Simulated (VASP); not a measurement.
A run of VASP 6.6.1 is set up as follows.

The input INCAR:

```
ALGO = Normal ; EDIFF = 1E-6
ENCUT = 520 ; GGA = PE
ISIF = 2 ; ISMEAR = 0
LASPH = T ; LCHARG = F
LREAL = F ; LWAVE = F
NBANDS = 12 ; NELM = 100
PREC = Accurate ; SIGMA = 0.05
```

The input KPOINTS:

```
k-points
0
Gamma
  11 11 11
```

The input POSCAR:

```
Nb
1.0
    0.0000000000      2.1150000000      2.1150000000
    2.1150000000      0.0000000000      2.1150000000
    2.1150000000      2.1150000000      0.0000000000
Nb
1
Direct
    0.0000000000      0.0000000000      0.0000000000
```

Potentials or basis: VASP PAW PBE potentials, release 64 (Nb_sv).

Launch:

```bash
$ cat potpaw_PBE.64/Nb_sv/POTCAR > POTCAR
$ mpirun -np 1 vasp_std > vasp.out
```

Predict the pressure.

-2.2 GPa.

Predict the band gap on the k mesh.

none (metal or under the smearing width).
